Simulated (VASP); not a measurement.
# ZrSe2: the band gap up a ladder of functionals, part 5 of 6

How far up the ladder of functionals must one climb to get the gap of ZrSe2 right? LASPH is on for some levels and off for others; the table marks which. The start is a computed cell from the Materials Project.

VASP 6.6.1, plane waves and PAW; the level of theory is named at each step.

Still holding for the runs below: Spin-orbit coupling is off here; it would split degenerate levels.

So far, least gap on mesh and path (eV): step 2 (bands, level LDA, k 4×4×2) 0.289; step 3 (bands, level PBEsol, k 4×4×2) 0.330; step 4 (bands, level PBE, k 4×4×2) 0.391; step 5 (bands, level TB-mBJ, k 4×4×2) 0.906; step 7 (bands, level HSE06, k 4×4×2) 1.14.

## Step 9: Bands with PBE-EpsX, k 4×4×2

This step: PBE-EpsX, exact-exchange share 1/14.656; plane waves and PAW (Zr_sv, Se) (VASP 6.6.1).

Here the share of exact exchange is set to the inverse of the computed dielectric constant, since screening weakens exchange.

File INCAR:

```
SYSTEM = ZrSe2
PREC = Accurate
ENCUT = 400
EDIFF = 1E-06
NELM = 100
ISMEAR = 0
SIGMA = 0.02
LREAL = .FALSE.
ALGO = Normal
LHFCALC = .TRUE.
AEXX = 0.068
GGA = PE
LASPH = .TRUE.
NBANDS = 18
PRECFOCK = Fast
HFRCUT = -1
LORBIT = 11
LWAVE = .FALSE.
LCHARG = .FALSE.
KPAR = 4
```

File POSCAR:

```
ZrSe2
1.0
    3.8111525102      0.0000000000      0.0000000000
   -1.9055762551      3.3005548915      0.0000000000
    0.0000000000      0.0000000000      6.3999068900
Zr Se
1 2
Direct
    0.0000000000      0.0000000000      0.0000000000
    0.6666666700      0.3333333300      0.7558824100
    0.3333333300      0.6666666700      0.2441175900
```

File KPOINTS:

```
Automatic mesh
0
Gamma
4 4 2
0 0 0
```

File KPOINTS_OPT:

```
Line mode
6
Line-mode
Reciprocal
  0.00000000   0.00000000   0.00000000 GAMMA
  0.50000000   0.00000000   0.00000000 M

  0.50000000   0.00000000   0.00000000 M
  0.33333333   0.33333333   0.00000000 K

  0.33333333   0.33333333   0.00000000 K
  0.00000000   0.00000000   0.00000000 GAMMA

  0.00000000   0.00000000   0.00000000 GAMMA
  0.00000000   0.00000000   0.50000000 A

  0.00000000   0.00000000   0.50000000 A
  0.50000000   0.00000000   0.50000000 L

  0.50000000   0.00000000   0.50000000 L
  0.33333333   0.33333333   0.50000000 H

  0.33333333   0.33333333   0.50000000 H
  0.00000000   0.00000000   0.50000000 A

  0.50000000   0.00000000   0.50000000 L
  0.50000000   0.00000000   0.00000000 M

  0.33333333   0.33333333   0.00000000 K
  0.33333333   0.33333333   0.50000000 H
```

The projector-augmented-wave data sets are Zr_sv and Se (PBE family, release 64).

Run with:

```sh
$ mpirun -np 4 vasp_std
```

Numbers of over 12 decimals in the logs are rounded to 6 here.

The program printed:

```text
[banner, memory and clock lines left out]
running    4 mpi-ranks, on    1 nodes
[...]
LDA part: xc-table for (Slater+PW92), standard interpolation
 found WAVECAR, reading the header
 POSCAR, INCAR and KPOINTS ok, starting setup
[...]
HFRCUT set to (new)   8.504056
 reading WAVECAR
 the WAVECAR file was read successfully
 initial charge from wavefunction
 entering main loop
       N       E                     dE             d eps       ncg     rms          rms(c)
DAV:   1    -0.210509579727E+02   -0.21051E+02   -0.10539E-01   306   0.172E+00    0.824E-01
DAV:   2    -0.210461624991E+02    0.47955E-02   -0.15967E-02   314   0.816E-01    0.436E-01
DAV:   3    -0.210464062958E+02   -0.24380E-03   -0.13847E-03   388   0.205E-01    0.246E-01
DAV:   4    -0.210463228876E+02    0.83408E-04   -0.24468E-04   338   0.825E-02    0.135E-01
DAV:   5    -0.210463192292E+02    0.36584E-05   -0.42417E-05   344   0.331E-02    0.736E-02
DAV:   6    -0.210463180220E+02    0.12071E-05   -0.42950E-06   342   0.134E-02    0.425E-02
DAV:   7    -0.210463186813E+02   -0.65928E-06   -0.88296E-07   166   0.718E-03
   1 F= -.21046319E+02 E0= -.21046319E+02  d E =-.186176E-59
 Start KPOINTS_OPT (optional k-point list driver)
k-point batch [1-8\54]
       N       E                     dE             ncg
DAV:   1    -0.717996915193E+03   -0.42073E+04      288
DAV:   2    -0.200630482417E+04   -0.12883E+04      378
DAV:   3    -0.209335005395E+04   -0.87045E+02      502
DAV:   4    -0.209522267157E+04   -0.18726E+01      348
DAV:   5    -0.209527498553E+04   -0.52314E-01      456
DAV:   6    -0.209527594309E+04   -0.95756E-03      408
DAV:   7    -0.209527595687E+04   -0.13778E-04      488
DAV:   8    -0.209527595710E+04   -0.23127E-06      344
[...]
k-point batch [49-54\54]
       N       E                     dE             ncg
DAV:   1     0.749927621628E+03   -0.52637E+04      224
DAV:   2    -0.155487512937E+03   -0.90542E+03      284
DAV:   3    -0.203636735048E+03   -0.48149E+02      330
DAV:   4    -0.205073029217E+03   -0.14363E+01      280
DAV:   5    -0.205125232413E+03   -0.52203E-01      312
DAV:   6    -0.205126365910E+03   -0.11335E-02      304
DAV:   7    -0.205126383366E+03   -0.17456E-04      312
DAV:   8    -0.205126383583E+03   -0.21720E-06      192
```

It took 1.7 min on 4 MPI ranks of Intel Xeon 6975P-C (Granite Rapids), shared host; peak memory 0.77 GiB.

From OUTCAR (step 9):

```text
 POSITION                                       TOTAL-FORCE (eV/Angst)
 -----------------------------------------------------------------------------------
      0.00000      0.00000      0.00000        -0.000000      0.000000      0.000000
      1.90558      1.10018      4.83758         0.000000      0.000000     -0.024971
     -0.00000      2.20037      1.56233        -0.000000     -0.000000      0.024971
 -----------------------------------------------------------------------------------
    total drift:                               -0.000000      0.000000     -0.000000

  FREE ENERGIE OF THE ION-ELECTRON SYSTEM (eV)
  ---------------------------------------------------
  free  energy   TOTEN  =       -21.0463186813 eV

  energy  without entropy=      -21.0463186813  energy(sigma->0) =      -21.04631868

[... 2 parts as in an earlier step ...]

[... 1 further part left out ...]
[key lines of the parts left out:]
E-fermi :   3.8315
```

The k-mesh is coarse for unscreened exact exchange, which converges slowly with it. The share of exact exchange rests on that dielectric constant; a constant that is too large makes it too small.

The electronic bands at the labelled points (eV, zero at the valence-band top; v1 is the highest filled band, c1 the lowest empty one):

```csv
point,v4,v3,v2,v1,c1,c2,c3,c4
Γ,-2.71,-0.11,0.00,0.00,1.45,1.45,1.98,4.76
0.40 of the way,-2.54,-2.10,-0.85,-0.30,1.37,2.34,2.52,4.32
M,-2.65,-2.53,-2.02,-1.28,0.95,2.94,3.29,5.26
0.40 of the way,-2.56,-2.47,-2.05,-1.83,1.54,2.92,3.14,4.72
K,-3.55,-2.29,-2.29,-1.82,2.12,3.00,3.00,4.47
0.40 of the way,-3.22,-2.44,-2.10,-1.02,1.77,2.54,3.17,3.97
Γ,-2.71,-0.11,0.00,0.00,1.45,1.45,1.98,4.76
0.40 of the way,-2.70,-0.74,-0.04,-0.04,1.44,1.44,2.18,4.86
A,-2.68,-1.92,-0.12,-0.12,1.43,1.43,2.35,5.06
0.40 of the way,-2.54,-1.98,-1.01,-0.88,1.35,2.37,3.04,3.91
L,-2.65,-2.55,-1.06,-1.05,0.76,2.93,3.27,4.94
0.40 of the way,-2.60,-2.53,-1.76,-1.27,1.28,2.92,3.09,4.63
H,-3.43,-2.29,-2.04,-2.04,2.17,2.66,2.66,5.18
0.40 of the way,-2.49,-2.15,-2.12,-1.12,1.92,2.12,3.19,4.35
A,-2.68,-1.92,-0.12,-0.12,1.43,1.43,2.35,5.06
jump to L,-2.65,-2.55,-1.06,-1.05,0.76,2.93,3.27,4.94
0.60 of the way,-2.58,-2.58,-1.66,-1.20,0.90,2.94,3.28,5.22
M,-2.65,-2.53,-2.02,-1.28,0.95,2.94,3.29,5.26
jump to K,-3.55,-2.29,-2.29,-1.82,2.12,3.00,3.00,4.47
0.40 of the way,-3.60,-2.20,-2.20,-1.97,2.14,2.86,2.86,4.71
H,-3.43,-2.29,-2.04,-2.04,2.17,2.66,2.66,5.18
```

Of the projections kept (Zr, Se), the largest for each band there; the rest of the weight can lie on other orbitals:

```csv
point,v4,v3,v2,v1,c1,c2,c3,c4
Γ,Se 0.54,Se 0.99,Se 0.98,Se 0.98,Zr 0.95,Zr 0.95,Zr 0.87,Zr 0.57
M,Se 0.63,Se 0.58,Se 0.95,Se 0.95,Zr 0.78,Zr 0.99,Zr 0.95,Zr 0.81
K,Se 0.70,Se 0.74,Se 0.74,Se 0.92,Zr 0.94,Zr 0.79,Zr 0.79,Zr 0.82
Γ,Se 0.54,Se 0.99,Se 0.98,Se 0.98,Zr 0.95,Zr 0.95,Zr 0.87,Zr 0.57
A,Se 0.53,Se 0.99,Se 0.98,Se 0.98,Zr 0.95,Zr 0.95,Zr 0.78,Zr 0.57
L,Se 0.59,Se 0.65,Se 0.95,Se 0.94,Zr 0.83,Zr 0.99,Zr 0.95,Zr 0.69
```

The electronic bands as a text plot (rows in eV, shown from -4.7 to 3.9 only):

```
    3.7 |                            ++
    3.4 |      +++                        ++        ++   ++++
    3.0 |    +++++++++++++           +++++++++  ++++     ++++++
    2.7 |  ++++        +++++        +  ++     ++      ++       ++
    2.3 | +++        ++   ++++  ++++ ++        +++++    +    ++++
    1.9 |++        ++  +++    ++    +         + ++++++
    1.6 |++       +       +++++++++++        +        +++
    1.2 |  ++++  +                   ++++   +
    0.9 |      ++                        +++             ++++
    0.5 |
    0.1 |*                    **
   -0.2 |****             **********                    *
   -0.6 |                   **  *   *                 **
   -0.9 | *****         **  **      *******         **** *
   -1.3 |    ****         **     *  *    * **     ****** ****
   -1.6 |      * * *****          *         *** **         *
   -2.0 |  **   ***     ****       * **      *********  *   *****
   -2.4 |    *************           ***** *********        *** *
   -2.7 |****  *****      ***********    *****  **  *********
   -3.1 |  *******  *  *******      *         *       **    *
   -3.4 |    **   ********          ***** ***  *    **** *** ****
   -3.8 |    **     ****  **      **   ***   *********  *    ****
   -4.2 |  **  *   *             *           *  **
   -4.5 |**     ***         *****        ****            ****
         Γ      M    K        Γ   A       L    H       A|L M|K  H
```

The gap is 0.76 eV, indirect, from Γ to L. Against LDA that is +0.47 eV; this run took 7.9 times the core time, on fewer points of the path. The gap lies -0.44 eV from the measured 1.20 eV.

## Step 10: Bands with B3LYP, k 4×4×2

This step: B3LYP; plane waves and PAW (Zr_sv, Se) (VASP 6.6.1).

B3LYP, with a fifth of exact exchange, was fitted to molecules.

INCAR: that of step 9 with these lines changed.

```diff
@@ -10,4 +10,7 @@
 LHFCALC = .TRUE.
-AEXX = 0.068
-GGA = PE
+AEXX = 0.2
+GGA = B3
+AGGAX = 0.72
+AGGAC = 0.81
+ALDAC = 0.19
 LASPH = .TRUE.
```

POSCAR is that of step 9.

KPOINTS is that of step 9.

KPOINTS_OPT is that of step 9.

Run with:

```sh
$ mpirun -np 4 vasp_std
```

The program printed:

```text
[banner, memory and clock lines left out]
running    4 mpi-ranks, on    1 nodes
[...]
[... a notice as in an earlier step ...]

 LDA part: xc-table for (Slater(with rela. corr.)+VWN3), standard interpolation
 found WAVECAR, reading the header
 POSCAR, INCAR and KPOINTS ok, starting setup
[...]
HFRCUT set to (new)   8.504056
 reading WAVECAR
 the WAVECAR file was read successfully
 initial charge from wavefunction
 entering main loop
       N       E                     dE             d eps       ncg     rms          rms(c)
DAV:   1    -0.225116833616E+02   -0.22512E+02   -0.10527E+00   312   0.666E+00    0.198E+00
DAV:   2    -0.224567750956E+02    0.54908E-01   -0.99100E-02   298   0.246E+00    0.122E+00
DAV:   3    -0.224570845621E+02   -0.30947E-03   -0.64221E-02   326   0.122E+00    0.793E-01
DAV:   4    -0.224589463926E+02   -0.18618E-02   -0.41086E-03   350   0.411E-01    0.500E-01
[...]
DAV:   8    -0.224583634692E+02   -0.96274E-06   -0.29958E-05   360   0.249E-02    0.571E-02
DAV:   9    -0.224583652738E+02   -0.18046E-05   -0.22515E-06   270   0.106E-02    0.321E-02
DAV:  10    -0.224583655505E+02   -0.27669E-06   -0.10250E-06   194   0.718E-03
   1 F= -.22458366E+02 E0= -.22458366E+02  d E =-.531735E-68
 Start KPOINTS_OPT (optional k-point list driver)
k-point batch [1-8\54]
       N       E                     dE             ncg
DAV:   1    -0.753084970318E+03   -0.42423E+04      288
DAV:   2    -0.214154507279E+04   -0.13885E+04      358
DAV:   3    -0.226108648946E+04   -0.11954E+03      524
DAV:   4    -0.226456465166E+04   -0.34782E+01      380
DAV:   5    -0.226466089368E+04   -0.96242E-01      454
DAV:   6    -0.226466371401E+04   -0.28203E-02      432
DAV:   7    -0.226466375486E+04   -0.40855E-04      456
DAV:   8    -0.226466375574E+04   -0.88096E-06      342
[...]
k-point batch [49-54\54]
       N       E                     dE             ncg
DAV:   1     0.718266289858E+03   -0.52953E+04      224
DAV:   2    -0.263150422832E+03   -0.98142E+03      252
DAV:   3    -0.330973247273E+03   -0.67823E+02      348
DAV:   4    -0.333126573010E+03   -0.21533E+01      288
DAV:   5    -0.333189086970E+03   -0.62514E-01      302
DAV:   6    -0.333191145452E+03   -0.20585E-02      320
DAV:   7    -0.333191182608E+03   -0.37156E-04      304
DAV:   8    -0.333191183326E+03   -0.71870E-06      256
```

The job ended after 1.9 min (4 MPI ranks; peak memory 0.8 GiB).

Parts of OUTCAR (step 10):

```text
 POSITION                                       TOTAL-FORCE (eV/Angst)
 -----------------------------------------------------------------------------------
      0.00000      0.00000      0.00000         0.000000      0.000000      0.000000
      1.90558      1.10018      4.83758        -0.000000     -0.000000     -0.064226
     -0.00000      2.20037      1.56233         0.000000      0.000000      0.064226
 -----------------------------------------------------------------------------------
    total drift:                               -0.000000      0.000000      0.000000

  FREE ENERGIE OF THE ION-ELECTRON SYSTEM (eV)
  ---------------------------------------------------
  free  energy   TOTEN  =       -22.4583655505 eV

  energy  without entropy=      -22.4583655505  energy(sigma->0) =      -22.45836555

[... 2 parts as in an earlier step ...]

[... 1 further part left out ...]
[key lines of the parts left out:]
E-fermi :   3.5892
```

The electronic bands at the labelled points (eV, zero at the valence-band top; v1 is the highest filled band, c1 the lowest empty one):

```csv
point,v4,v3,v2,v1,c1,c2,c3,c4
Γ,-2.89,-0.11,0.00,0.00,2.25,2.25,2.84,5.55
0.40 of the way,-2.71,-2.15,-0.85,-0.30,2.19,3.15,3.37,5.13
M,-2.76,-2.70,-2.09,-1.34,1.74,3.79,4.17,6.12
0.40 of the way,-2.66,-2.59,-2.11,-1.90,2.33,3.76,4.01,5.57
K,-3.68,-2.37,-2.37,-1.91,2.97,3.85,3.85,5.28
0.40 of the way,-3.35,-2.55,-2.19,-1.04,2.58,3.36,4.04,4.77
Γ,-2.89,-0.11,0.00,0.00,2.25,2.25,2.84,5.55
0.40 of the way,-2.88,-0.73,-0.04,-0.04,2.25,2.25,3.03,5.66
A,-2.85,-1.99,-0.12,-0.12,2.23,2.23,3.22,5.88
0.40 of the way,-2.71,-2.02,-1.04,-0.88,2.17,3.18,3.89,4.71
L,-2.83,-2.68,-1.11,-1.09,1.56,3.77,4.16,5.76
0.40 of the way,-2.76,-2.64,-1.82,-1.31,2.07,3.77,3.97,5.45
H,-3.58,-2.40,-2.16,-2.16,3.02,3.52,3.52,6.00
0.40 of the way,-2.63,-2.20,-2.19,-1.16,2.74,2.94,4.04,5.17
A,-2.85,-1.99,-0.12,-0.12,2.23,2.23,3.22,5.88
jump to L,-2.83,-2.68,-1.11,-1.09,1.56,3.77,4.16,5.76
0.60 of the way,-2.75,-2.69,-1.70,-1.26,1.69,3.78,4.16,6.05
M,-2.76,-2.70,-2.09,-1.34,1.74,3.79,4.17,6.12
jump to K,-3.68,-2.37,-2.37,-1.91,2.97,3.85,3.85,5.28
0.40 of the way,-3.74,-2.29,-2.29,-2.07,2.99,3.71,3.71,5.52
H,-3.58,-2.40,-2.16,-2.16,3.02,3.52,3.52,6.00
```

Of the projections kept (Zr, Se), the largest for each band there; the rest of the weight can lie on other orbitals:

```csv
point,v4,v3,v2,v1,c1,c2,c3,c4
Γ,Se 0.54,Se 0.99,Se 0.98,Se 0.98,Zr 0.96,Zr 0.96,Zr 0.87,Zr 0.58
M,Se 0.64,Se 0.58,Se 0.95,Se 0.95,Zr 0.79,Zr 0.99,Zr 0.95,Zr 0.80
K,Se 0.70,Se 0.75,Se 0.75,Se 0.92,Zr 0.95,Zr 0.81,Zr 0.81,Zr 0.81
Γ,Se 0.54,Se 0.99,Se 0.98,Se 0.98,Zr 0.96,Zr 0.96,Zr 0.87,Zr 0.58
A,Se 0.54,Se 0.99,Se 0.98,Se 0.98,Zr 0.95,Zr 0.95,Zr 0.79,Zr 0.58
L,Se 0.60,Se 0.66,Se 0.94,Se 0.95,Zr 0.85,Zr 0.99,Zr 0.95,Zr 0.70
```

The electronic bands as a text plot (rows in eV, shown from -4.9 to 4.7 only):

```
    4.5 |                            ++
    4.1 |      ++++     ++             ++++++   ++++++   ++++
    3.7 |    +++++++++++  ++         +++++++++++      ++ ++++++++
    3.3 |  ++++         ++       ++++++         ++      +
    2.9 |++         ++++  +++++++             ++++++++       ++++
    2.5 | +       ++    ++++++      +        +      ++++
    2.1 |+ ++++  +            +++++++++     +           +
    1.7 |      ++                      +++++             ++++
    1.3 |
    0.9 |
    0.5 |
    0.1 |**                 ******
   -0.3 |****             ******  ***                   *
   -0.7 | ***                   *   ***               **
   -1.1 |    **         **  **   *   *******      ****** ***
   -1.5 |      ***     *  **        *      ***      ****  * *
   -1.9 |      * ******           ** **     * * **  **  *  * **
   -2.3 |  **   * * *** ****           **    *******        *****
   -2.7 | **********   *******  *************** *************
   -3.1 |**  *****     *    ****              * **          *
   -3.5 |  *****  ***  *****        ***** *    *    **** ***    *
   -3.9 |    **      ** **        *****  * ***********  *    ****
   -4.3 |  **      **  *  **     *     **    ** **
   -4.7 |**    ****         *****        ****            ****
         Γ      M    K        Γ   A       L    H       A|L M|K  H
```

The gap is 1.56 eV, indirect, from Γ to L. Against LDA that is +1.27 eV; this run took 9.1 times the core time, on fewer points of the path. The gap lies +0.36 eV from the measured 1.20 eV.

(Continued in part 6 of 6.)

[Lines on the potential files, build, host, timing and source positions are cut from VASP's logs without a mark.]

[Logs are printed without paths, hosts, clocks, repeated set-up lines and the standing remarks that a program may print on its own settings, such as how far it seeks lower states.]

[Hosts, paths, dates, database ids (printed as entryN), source tags and the programs' standing remarks are cut or masked in the printed files.]

[A measured line is paired with the nearest computed mode of its activity, which favours agreement.]

[In band tables of VASP the shares of atoms and orbitals are scaled to a sum of 1 inside the atoms' spheres.]
